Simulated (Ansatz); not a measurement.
Band structure of Co

```yaml
crystal:
  lattice:
    - [2.51900, 0.00000, 0.00000]
    - [-1.25950, 2.18152, 0.00000]
    - [0.00000, 0.00000, 4.09100]
  atoms:
    - { symbol: Co, position: [0.33333, 0.66667, 0.25000] }
    - { symbol: Co, position: [0.66667, 0.33333, 0.75000] }
```

Atom numbers follow the list: Co1, Co2.

The geometry is COD entry 9011615, unchecked; take it as a test cell. It differs from other determinations.

The calculation used DFT, PBE, all-electron LAPW, scalar-relativistic in Ansatz 0.2.0.

Settings: a Γ-centred 19×19×10 k mesh, Fermi–Dirac smearing of 0.05 eV, basis error target 0.5 meV/atom, spin-polarised from start moments Co1 2, Co2 2 μB, ending with a cell moment of 3.29 μB.

Points in fractions of the reciprocal vectors of this cell: Γ (0, 0, 0), M (0.5, 0, 0), K (0.333, 0.333, 0), A (0, 0, 0.5), L (0.5, 0, 0.5), H (0.333, 0.333, 0.5). The path joins them by straight lines in the order Γ–M–K–Γ–A–L–H–A–L; legs that retrace an earlier one aren't tabulated. Energies are in eV from the Fermi level.

(1) List the spin-up levels at H between -5 and 5 eV.

(2) List the spin-up levels at Γ between -5 and 5 eV.

(3) List the spin-up levels at A between -5 and 5 eV.

(4) What is the band gap?

Results:

(1) -3.78 (×2), -3.64 (×2), -2.91 (×2), -1.91 (×2), -0.84 (×2).

(2) -2.61, -2.57 (×2), -2.28 (×2), -1.94 (×2), -0.90 (×2), -0.20.

(3) -2.90 (×2), -2.63 (×4), -1.20 (×4).

(4) none: bands cross the Fermi level, a metal.
